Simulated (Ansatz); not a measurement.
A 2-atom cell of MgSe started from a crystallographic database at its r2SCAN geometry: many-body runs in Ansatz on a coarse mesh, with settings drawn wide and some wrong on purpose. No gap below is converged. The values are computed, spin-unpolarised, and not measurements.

The first input:
```yaml
crystal:
  lattice:
    - [0.0, 2.7362756103, 2.7362756103]
    - [2.7362756103, 0.0, 2.7362756103]
    - [2.7362756103, 2.7362756103, 0.0]
  atoms:
    - { symbol: Mg, position: [0.0, 0.0, 0.0] }
    - { symbol: Se, position: [0.5, 0.5, 0.5] }
kpoints:
  mp_grid: { grid: [4, 4, 4] }
hamiltonian:
  xc: lda
scf:
  occupations: { method: fixed }
gw:
  n_empty_bands: 90
  ecut_chi: 110
  qp_bands: [v1, c1]
  qp_kpoints: band_edges
  screening: { model: godby_needs }
```

Task: How does it end?

Result: It runs. The LDA gap over the mesh, 1.60 eV, becomes 2.70 eV, with 103 bands summed and 113 plane waves in the screening.
```
--- G₀W₀: ω_p = 29.5794 eV, 64 q-points, 90 empty bands' worth ---
    ik  band        ε_KS         Σx   Σc(E_QP)       V_xc       Z   E_QP_lin       E_QP  E_QP is
     0    13      7.3909   -17.8354     1.8462   -15.4459  0.7926     6.8456     6.8476  root
     0    14      9.6684    -8.6936    -4.0443   -13.5510  0.8114    10.4857    10.4815  root
     1    13      7.0794   -17.5388     1.9029   -15.0608  0.7919     6.5020     6.5042  root
     1    14     11.3025    -7.2447    -4.1744   -12.0767  0.8101    11.9630    11.9601  root
     2    13      6.8228   -17.3890     1.9796   -14.8052  0.7909     6.2160     6.2185  root
     2    14     11.0560    -6.2670    -4.0922   -10.9051  0.8130    11.6040    11.6020  root
     4    13      6.1363   -17.0063     2.1208   -14.2179  0.7882     5.4655     5.4687  root
     4    14     10.7518    -6.5009    -4.1006   -11.1599  0.8101    11.3121    11.3102  root
     6    13      5.6216   -16.9116     2.2794   -13.9137  0.7820     4.9021     4.9031  root
     6    14      8.9958    -6.9801    -3.7892   -11.3210  0.8124     9.5494     9.5476  root
```
The points are ik 0 = (0, 0, 0) (Γ), ik 1 = (0, 0, 1/4), ik 2 = (0, 0, -1/2), ik 4 = (0, 1/4, -1/2), ik 6 = (0, -1/2, -1/2); band 13 is the last filled one.

Task: And with these blocks in place of the first input's?
```yaml
hamiltonian:
  xc: pbe
gw:
  n_empty_bands: 15
  ecut_chi: 60
  qp_bands: [v1, c1]
  qp_kpoints: band_edges
  screening: { model: contour_deformation }
```

Result: It runs. The PBE gap over the mesh, 1.77 eV, becomes 2.64 eV, with 28 bands summed and 51 plane waves in the screening.
```
--- G₀W₀: contour deformation, 6 samples at zero and on the imaginary axis and 1 off it, 64 q-points, 15 empty bands' worth ---
    ik  band        ε_KS         Σx   Σc(E_QP)       V_xc       Z   E_QP_lin       E_QP  E_QP is
     0    13      7.6465   -17.8047     2.6117   -15.1414  0.7830     7.5948     7.5949  root
     0    14     10.1607    -8.5732    -3.4204   -13.0289  0.8038    11.2095    11.1959  root
     1    13      7.3336   -17.5148     2.6539   -14.7615  0.7809     7.2341     7.2342  root
     1    14     11.7228    -7.1181    -3.5183   -11.5797  0.8011    12.6787    12.6662  root
     2    13      7.0753   -17.3679     2.7202   -14.5088  0.7788     6.9361     6.9364  root
     2    14     11.4502    -6.2179    -3.4590   -10.4959  0.8050    12.2779    12.2692  root
     4    13      6.3976   -16.9980     2.8241   -13.9297  0.7726     6.1526     6.1534  root
     4    14     11.1499    -6.4055    -3.4371   -10.7035  0.8002    12.0208    12.0108  root
     6    13      5.8870   -16.9049     2.9611   -13.6266  0.7666     5.5683     5.5699  root
     6    14      9.4196    -6.8769    -3.1560   -10.8509  0.8032    10.2451    10.2375  root
```
The points are ik 0 = (0, 0, 0) (Γ), ik 1 = (0, 0, 1/4), ik 2 = (0, 0, -1/2), ik 4 = (0, 1/4, -1/2), ik 6 = (0, -1/2, -1/2); band 13 is the last filled one.

Task: And with these blocks in place of the first input's?
```yaml
hamiltonian:
  xc: hse06
gw:
  n_empty_bands: 60
  ecut_chi: 80
  qp_bands: [v1, c1]
  qp_kpoints: band_edges
  screening: { model: godby_needs }
  plasmon_pole_fit_frequency: 5
```

Result: It runs. The HSE06 gap over the mesh, 2.65 eV, becomes 3.14 eV, with 73 bands summed and 59 plane waves in the screening.
```
--- G₀W₀: ω_p = 5.0000 eV, 64 q-points, 60 empty bands' worth ---
    ik  band        ε_KS         Σx   Σc(E_QP)       V_xc       Z   E_QP_lin       E_QP  E_QP is
     0    13      7.0510   -17.7770     2.0296   -15.6889  0.7901     6.9924     6.9925  root
     0    14     10.5933    -8.3371    -3.6269   -12.5237  0.8095    11.1553    11.1529  root
     1    13      6.7121   -17.4997     2.0803   -15.3443  0.7887     6.6369     6.6369  root
     1    14     12.1151    -6.8503    -3.7275   -11.0118  0.8080    12.5506    12.5491  root
     2    13      6.4274   -17.3513     2.1469   -15.1166  0.7871     6.3394     6.3395  root
     2    14     11.7777    -6.0760    -3.6401   -10.0894  0.8113    12.1521    12.1510  root
     4    13      5.6947   -17.0028     2.2698   -14.6157  0.7830     5.5773     5.5775  root
     4    14     11.4926    -6.1735    -3.6274   -10.1871  0.8078    11.8808    11.8787  root
     6    13      5.1327   -16.9051     2.4065   -14.3638  0.7791     4.9978     4.9981  root
     6    14      9.7028    -6.6551    -3.3520   -10.4395  0.8103    10.1367    10.1353  root
```
The points are ik 0 = (0, 0, 0) (Γ), ik 1 = (0, 0, 1/4), ik 2 = (0, 0, -1/2), ik 4 = (0, 1/4, -1/2), ik 6 = (0, -1/2, -1/2); band 13 is the last filled one.

Task: And with these blocks in place of the first input's?
```yaml
hamiltonian:
  xc: pbe
gw:
  n_empty_bands: 60
  ecut_chi: 80
  qp_bands: [v1, c1]
  qp_kpoints: band_edges
  screening: { model: contour_deformation }
  q_mesh: [1, 1, 1]
```

Result: It runs. The PBE gap over the mesh, 1.77 eV, becomes 2.48 eV, with 73 bands summed and 59 plane waves in the screening. A single q point can't stand for the zone.
```
--- G₀W₀: contour deformation, 7 samples at zero and on the imaginary axis and 1 off it, 1 q-point, 60 empty bands' worth ---
    ik  band        ε_KS         Σx   Σc(E_QP)       V_xc       Z   E_QP_lin       E_QP  E_QP is
     0    13      7.6465   -21.2579     5.3314   -15.1414  0.6990     6.8439     6.8614  root
     0    14     10.1607    -6.5119    -6.2752   -13.0289  0.7131    10.4039    10.4025  root
     1    13      7.3336   -20.7935     5.2901   -14.7615  0.7011     6.5761     6.5917  root
     1    14     11.7228    -4.9397    -6.4444   -11.5797  0.7136    11.9194    11.9184  root
     2    13      7.0753   -20.5326     5.2763   -14.5088  0.7022     6.3121     6.3278  root
     2    14     11.4502    -4.0262    -6.3908   -10.4959  0.7152    11.5292    11.5290  root
     4    13      6.3976   -19.6938     5.0779   -13.9297  0.7046     5.6985     5.7115  root
     4    14     11.1499    -4.5793    -6.2176   -10.7035  0.7144    11.0567    11.0565  root
     6    13      5.8870   -19.3945     5.0483   -13.6266  0.7053     5.1532     5.1676  root
     6    14      9.4196    -4.7241    -6.2055   -10.8509  0.7141     9.3411     9.3408  root
```
The points are ik 0 = (0, 0, 0) (Γ), ik 1 = (0, 0, 1/4), ik 2 = (0, 0, -1/2), ik 4 = (0, 1/4, -1/2), ik 6 = (0, -1/2, -1/2); band 13 is the last filled one.

The runs are scalar-relativistic, without spin-orbit coupling.
